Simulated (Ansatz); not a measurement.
A set of 12 reactions (hydrogen abstraction), with CCSD(T)/CBS values in kJ/mol:

| reaction | ΔE |
| --- | --- |
| `C1=CC1` + Cl• → `[CH]1C=C1`• + HCl | -0.2 |
| `CCC(C)C` + `[CH3]`• → `CC[C](C)C`• + CH₄ | -32.5 |
| `C1=CC1` + `[SiH3]`• → `[CH]1C=C1`• + SiH₄ | 43.4 |
| `F[SiH](F)S` + `[SiH3]`• → `F[SiH](F)[S]`• + SiH₄ | -3.4 |
| `O[Si](F)(Cl)Cl` + H• → `[O][Si](F)(Cl)Cl`• + H₂ | 90.8 |
| `CC[SiH2]N` + `F[C](F)F`• → `CC[SiH]N`• + `FC(F)F` | -73.1 |
| `C[SiH](Cl)Cl` + Cl• → `[CH2][SiH](Cl)Cl`• + HCl | 9.5 |
| `CI` + `F[C](F)F`• → `[CH2]I`• + `FC(F)F` | -21.7 |
| `[Cl][GeH2][GeH3]` + `[SiH3]`• → `[Cl][GeH][GeH3]`• + SiH₄ | -41.1 |
| `F[SiH]([SiH3])Cl` + `[OH]`• → `F[Si]([SiH3])Cl`• + H₂O | -128.9 |
| `[Cl][GeH2][GeH3]` + `[CH3]`• → `[Cl][GeH][GeH3]`• + CH₄ | -106.4 |
| `[Cl][GaH2]` + H• → `[Cl][GaH]`• + H₂ | -102.0 |

Program: Ansatz. Geometries: PBE0-D4/def2-TZVP. ΔE: electronic, gas phase. CBS: MP2 limit from def2 TZ/QZ plus the TZ coupled-cluster correction, frozen cores. This one scheme is used for every species, atoms too. DFT in def2-TZVPP. B3LYP here is the variant with VWN-RPA as its local correlation; programs differ in this. HSE06 is defined as in plane-wave codes. No spin–orbit coupling; open shells (•) take unrestricted orbitals. Spin–orbit coupling would lower the free atoms: a little for Cl. def2 core potentials past Kr. Bonds to Ga, Ge, I are less sure, by a few kJ/mol each and by 10 to 20 or more in all where they break to atoms, as the def2 sets lack core-valence functions. Scalar relativity is left out up to krypton. One conformer a species, not always the lowest.

(1) Give the mean, mean absolute and largest difference (level minus CCSD(T)/CBS, kJ/mol) for: LDA (SPW92), PBE-D4, r2SCAN-D4, HSE06-D4, ωB97X-V, PBE-QIDH, BLYP, B3LYP, BHLYP, HF/def2-TZVPP, SCS-MP2/def2-TZVPP, CCSD(T)/def2-TZVPP, HF/def2-QZVPP, HF/CBS(def2). (Estimate.)

The largest T1 diagnostic in the set is 0.016, for `[CH2]I`• (customary mark 0.045).

CCSD(T)/CBS is a level of theory with its own doubt, and the functionals carry their triple-zeta basis error, so these figures describe this set and don't rank the functionals.

Results:

(1) The calculation gave: 
```json
{"level": "LDA (SPW92)", "mean": "-9.6", "mean absolute": "20.5", "largest": "-60.0"}
{"level": "PBE-D4", "mean": "-7.3", "mean absolute": "12.1", "largest": "-23.4"}
{"level": "r2SCAN-D4", "mean": "-5.7", "mean absolute": "9.3", "largest": "-21.7"}
{"level": "HSE06-D4", "mean": "-2.6", "mean absolute": "5.8", "largest": "-13.4"}
{"level": "ωB97X-V", "mean": "-0.5", "mean absolute": "6.2", "largest": "12.2"}
{"level": "PBE-QIDH", "mean": "2.0", "mean absolute": "3.5", "largest": "7.3"}
{"level": "BLYP", "mean": "-12.2", "mean absolute": "14.3", "largest": "-41.3"}
{"level": "B3LYP", "mean": "-7.7", "mean absolute": "9.9", "largest": "-29.1"}
{"level": "BHLYP", "mean": "-2.5", "mean absolute": "11.4", "largest": "-30.8"}
{"level": "HF/def2-TZVPP", "mean": "8.4", "mean absolute": "23.7", "largest": "82.0"}
{"level": "SCS-MP2/def2-TZVPP", "mean": "3.9", "mean absolute": "4.8", "largest": "10.7"}
{"level": "CCSD(T)/def2-TZVPP", "mean": "1.5", "mean absolute": "3.5", "largest": "9.4"}
{"level": "HF/def2-QZVPP", "mean": "8.0", "mean absolute": "23.5", "largest": "80.3"}
{"level": "HF/CBS(def2)", "mean": "7.9", "mean absolute": "23.5", "largest": "80.1"}
```
